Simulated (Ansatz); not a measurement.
# AlSb (F-43m): band-edge transport data

Data:

```yaml
crystal:
  lattice:
    - [0.00000, 3.07875, 3.07875]
    - [3.07875, 0.00000, 3.07875]
    - [3.07875, 3.07875, 0.00000]
  atoms:
    - { symbol: Al, position: [0.00000, 0.00000, 0.00000] }
    - { symbol: Sb, position: [0.75000, 0.75000, 0.75000] }
```

All values below come from PBEsol with spin-orbit coupling, rigid bands (plane waves, PAW; Ansatz, a program for electronic structure). How the cell was made: cell and atoms relaxed with PBEsol.

```yaml
band_gap: 0.93 eV
electron conductivity mass (300 K, dilute): 0.36 mₑ
hole conductivity mass (300 K, dilute): 0.39 mₑ
effective density of states N_c (300 K): 4.4e19 cm⁻³
effective density of states N_v (300 K): 1.3e19 cm⁻³
density_of_states_mass_electrons: 1.45 mₑ
density_of_states_mass_holes: 0.63 mₑ
Seebeck coefficient, n-type 1e19 cm⁻³, 300 K: -327 μV/K
Seebeck coefficient, p-type 1e19 cm⁻³, 300 K: 240 μV/K
best p-type power factor at 300 K for τ = 10 fs (best axis; densities from 1e16 to 1e21 cm⁻³ tried, whether or not they can be reached): 5.2 μW/(cm·K²) at 3e19 cm⁻³
```

Rigid bands; masses and Seebeck coefficients take one relaxation time τ for all states and one kind of carrier; polarons and phonon drag are left out.
